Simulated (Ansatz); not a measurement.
## PbS (Fm-3m), ideal shear of a crystal plane

Level of theory: DFT PBE+D3(BJ), scalar-relativistic, plane waves, PAW (Ansatz). Cutoff 420 eV, Γ-centred 6×8×3 k-points, Gaussian smearing of 0.03 eV. Spin–orbit coupling is left out, which matters for the heavy elements here. No spin polarisation. Energies are free energies at this smearing, counted from the undisturbed cell; pressure is positive in compression.

The starting cell (relaxed at this level):

```
CELL_PARAMETERS angstrom
5.93426 0.00000 0.00000
0.00000 2.96713 -2.96713
0.00000 8.90139 8.90139
ATOMIC_POSITIONS crystal
Pb 0.00000 0.00000 0.24998
Pb 0.50000 0.50000 0.41665
Pb 0.00000 0.00000 0.58332
Pb 0.50000 0.50000 0.74998
Pb 0.00000 0.00000 0.91665
Pb 0.50000 0.50000 0.08332
S 0.50000 0.00000 0.24998
S 0.00000 0.50000 0.41665
S 0.50000 0.00000 0.58332
S 0.00000 0.50000 0.74998
S 0.50000 0.00000 0.91665
S 0.00000 0.50000 0.08332
```

The cut lies on the cell's a–b face, a (0 1 1) plane (indices in the standard cell, whose axes needn't be the Cartesian ones shown) of area 24.90 Å², between layers 2.10 Å apart. Vector c is tilted by f times 1·a − 1·b (length 7.268 Å) with the atoms' Cartesian places fixed: one unrelaxed fault a cell. The traction is dγ/du, the slope of γ against the slip u in Å. Some rows repeat others by symmetry and weren't run.

| f | γ (mJ/m²) | traction (GPa) |
| --- | --- | --- |
| 0.0000 | 0 | 0.0 |
| 0.1000 | 283 | 7.3 |
| 0.2000 | 980 | 12.2 |
| 0.3000 | 2281 | 23.8 |
| 0.4000 | 4457 | 33.7 |
| 0.5000 | 5991 | 0.0 |
| 0.6000 | 4457 | -33.7 |
| 0.7000 | 2281 | -23.8 |
| 0.8000 | 980 | -12.2 |
| 0.9000 | 283 | -7.3 |

Read off the first barrier and the stress needed to climb it, and compare with Frenkel's sinusoid.

The first sampled maximum lies at f = 0.500, a slip of 3.63 Å, with γ ≈ 5991 mJ/m², which stands in for the unstable fault energy γ_us, and the steepest sampled slope before it is 33.7 GPa. A sinusoid γ = γ_us sin²(πu/λ) with its maximum there has λ = 7.27 Å and a largest slope πγ_us/λ = 25.9 GPa (1 mJ/m² per Å = 0.01 GPa).

Is there a metastable fault on this line?

Apart from points where γ returns to about zero, no local minimum shows among the samples, so at this sampling the line offers no fault for a dislocation to split on; a fault can still lie off the line.

The cut is rigid; relaxing the faces lowers these energies and usually the stresses.

The gap closes along the scan, which can put kinks into the curve.

Cost: 6 runs of about 6.8 core-minutes in all, on Intel Xeon (Skylake/Cascade Lake) (shared hosts).